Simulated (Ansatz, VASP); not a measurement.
Two plane-wave programs on Mg

```
CELL_PARAMETERS angstrom
-1.77276 1.77276 1.77276
1.77276 -1.77276 1.77276
1.77276 1.77276 -1.77276
ATOMIC_POSITIONS crystal
Mg 0.00000 0.00000 0.00000
```

This isn't the form of Mg at room conditions, which is hcp.

Alike in both runs: task single point; functional LDA; k mesh 20 × 20 × 20; occupations gaussian, width 0.15 eV; no spin polarisation.

|  | VASP | Ansatz |
| --- | --- | --- |
| version | VASP 6.6.1 | Ansatz 0.2.0 |
| potentials or method | VASP PAW LDA potentials, release 64 (Mg) | scalar-relativistic, plane waves, PAW |
| plane-wave cutoff (eV) | 520 | 420 |
| valence electrons in the cell | 2 | 10 |

|  | VASP | Ansatz | Ansatz less VASP |
| --- | --- | --- | --- |
| gap on the k mesh at the Fermi level (eV) | none | none | - |
| pressure (GPa) | -1.5 | -1.2 | +0.32 |

A gap of «none» marks a metal or a gap that the smearing closes. The two sets of potentials don't hold the same shells in valence.
